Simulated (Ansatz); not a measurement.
Crystal: In.

```
In
1.0
    -1.62547    1.62547    2.47370
     1.62547   -1.62547    2.47370
     1.62547    1.62547   -2.47370
In
1
Direct
  0.00000 0.00000 0.00000
```

Base run:

```yaml
Program: Ansatz 0.2.0
Functional: PBEsol
Potentials_or_basis: Ansatz PAW
Cutoff: 420 eV
Density_cutoff: 1680 eV
k_mesh: 11 × 11 × 11
Occupations: fermi-dirac, width 0.05 eV
Spin: no spin polarisation
```

Its results: band gap on the k mesh none (metal or under the smearing width); pressure -0.9 GPa.

Task: The run is repeated on the same cell with these changes: functional from PBEsol to BLYP. What comes out?

Result: Band gap on the k mesh none (metal or under the smearing width); pressure 6.2 GPa.

BLYP binds less tightly than PBEsol, so the same cell stands under more pressure.

Caveats: the PAW data sets come from PBE, with cores solved anew for the run's functional, which leaves a small shift of forces and pressure; the potentials were made for another functional, which shifts forces and pressure (some runs).

Not every run made on this cell is shown here.
